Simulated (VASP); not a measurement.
A run of VASP 6.6.1:

INCAR

```
SYSTEM = GaP
ALGO = Normal ; EDIFF = 1E-7
EDIFFG = -0.001 ; ENCUT = 600
GGA = PS ; IBRION = 2
ISIF = 3 ; ISMEAR = 0
LASPH = .True. ; LCHARG = .False.
LREAL = .False. ; LWAVE = .False.
NELM = 100 ; NSW = 80
PREC = Accurate ; PSTRESS = 160.0
SIGMA = 0.01
```

Contents of KPOINTS:

```
k-points
0
Gamma
  8 8 8
  0 0 0
```

File POSCAR:

```
GaP
1.0
    0.0000000000      2.7192250973      2.7192250973
    2.7192250973      0.0000000000      2.7192250973
    2.7192250973      2.7192250973      0.0000000000
Ga P
1 1
Direct
    0.0000000000      0.0000000000      0.0000000000
    0.7500000000      0.7500000000      0.7500000000
```

Potentials or basis: VASP PAW PBE potentials, release 64 (Ga_d, P).

Launch:

```bash
$ cat potpaw_PBE.64/Ga_d/POTCAR potpaw_PBE.64/P/POTCAR > POTCAR
$ mpirun -np 1 vasp_std > vasp.out
```

Hardware: 1 thread of AMD EPYC 9R45 96-Core Processor (Zen 5) (shared host).

How long does it take, and how much memory?

It took 64 s on 1 thread of AMD EPYC 9R45 96-Core Processor (Zen 5) (shared host), peak memory 0.17 GiB. Counts: scf iterations 73, k points 29, ion steps 9.
